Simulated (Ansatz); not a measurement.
# SnO₂: holes, doping and thermopower

Plane-wave DFT in Ansatz, LDA, scalar-relativistic PAW potentials, cutoff 420 eV, no spin-orbit coupling; no spin polarisation. SnO₂ in space group P4_2/mnm. Boltzmann transport at 300 K in rigid bands with one relaxation time, bands interpolated from the k mesh 6×6×6; values are means over x, y, z.

```csv
holes (cm⁻³),size of S (μV/K),σ/τ (Ω⁻¹ m⁻¹ s⁻¹)
10^18,539.1,1.87e+16
10^19,?,1.86e+17
10^20,160.7,1.8e+18
10^21,49.8,1.42e+19
```

Problem. Take the lowest doping as non-degenerate: get the effective density of states and the masses, and predict the missing S.

Solution. For parabolic bands and one τ, |S| = (k_B/e)(5/2 − η) with k_B/e = 86.17 μV/K and n = N e^η. The first row gives η = -3.76, N = 4.28×10¹⁹ cm⁻³ and, from N = 2.509×10¹⁹ cm⁻³ × m_d^(3/2), a density-of-states mass of 1.43 mₑ (all valleys and bands together). σ/τ = ne²/m_c gives a conductivity mass of 1.51 mₑ, close to m_d, as for one nearly isotropic valley. A decade of doping costs (k_B/e) ln 10 = 198.4 μV/K, which predicts 341 μV/K; the run gave 342.5. There η is about -1.5, where Fermi statistics begin to count, but their first corrections to η and to the mean carrier energy nearly cancel, so the rule still holds. At 10^21 cm⁻³ the rule would give -56 μV/K against 49.8: the gas is degenerate there. Scattering that depends on energy changes the 5/2, and whether such doping can be reached wasn't computed.

Cost: about 54 core-minutes for the runs cited, on Intel Xeon 6975P-C (Granite Rapids) (shared hosts).

The thermopower falls with doping because the Fermi level moves towards and then into the valence band, so each hole carries less entropy. The conductivity per hole hardly changes at first but is clearly lower at 10^21 cm⁻³. Degeneracy alone would not do this in a parabolic band, so the carriers there probably sample heavier, non-parabolic states. A single ellipsoidal valley also cannot have a conductivity mass above its density-of-states mass, so the small excess of 1.51 over 1.43 mₑ suggests slight non-parabolicity or interpolation error. Masses of this size fit a valence-band top built mainly from O 2p lone-pair states, which overlap less than the Sn 5s states that give SnO₂ its light electrons. With a common relaxation time, the power factor is largest at 10^20 cm⁻³ among the dopings listed, a compromise between entropy per carrier and carrier number. Holes in this oxide may instead self-trap on oxygen as small polarons, and band transport would then not describe their mobility.
